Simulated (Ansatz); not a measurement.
Ge: single point with PBE0

Crystal: Ge.

```
Ge
1.0
     3.99759    0.00000    0.00000
    -1.99879    3.46201    0.00000
     0.00000    0.00000    6.59938
Ge
4
Direct
  0.33333 0.66667 0.93710
  0.66667 0.33333 0.43710
  0.33333 0.66667 0.56290
  0.66667 0.33333 0.06290
```

This isn't the form of Ge at room conditions, which is diamond.

```yaml
Program: Ansatz 0.2.0
Task: single point
Functional: PBE0
Potentials_or_basis: Ansatz PAW
Cutoff: "420 eV (not typed: the program's choice for these potentials)"
k_mesh: 6 × 6 × 4
Occupations: fermi-dirac, width 0.05 eV
Spin: no spin polarisation
```

| Item | Value |
| --- | --- |
| Pressure | 0.1 GPa |
| Band gap on the k mesh | 0.99 eV, direct |

Stress tensor (GPa, compression positive):
```
 0.19  0.00  0.00
 0.00  0.19  0.00
 0.00  0.00 -0.08
```

Levels at points of the mesh, in eV from the valence-band top:
```tsv
k point	band 26	band 27	band 28	band 29	band 30	band 31
(0.00, 0.00, 0.00)	-0.27	0.00	0.00	0.99	1.24	3.41
(0.00, 0.00, -0.50)	-1.07	-1.07	-1.07	1.82	1.82	4.60
(0.00, -0.50, 0.00)	-3.54	-3.21	-1.74	1.55	2.86	4.70
(0.00, -0.50, -0.50)	-2.90	-2.81	-2.81	1.56	1.56	3.21
```

Wall time 27 s on 1 × NVIDIA H100 80GB HBM3 with 2 threads of AMD EPYC 7R13 Processor (Zen 3) (shared host), peak memory 3 GiB.

Caveat: the PAW data sets come from PBE, with cores solved anew for the run's functional, which leaves a small shift of forces and pressure; the thresholds are loose for stress. A k mesh can miss the band edges.
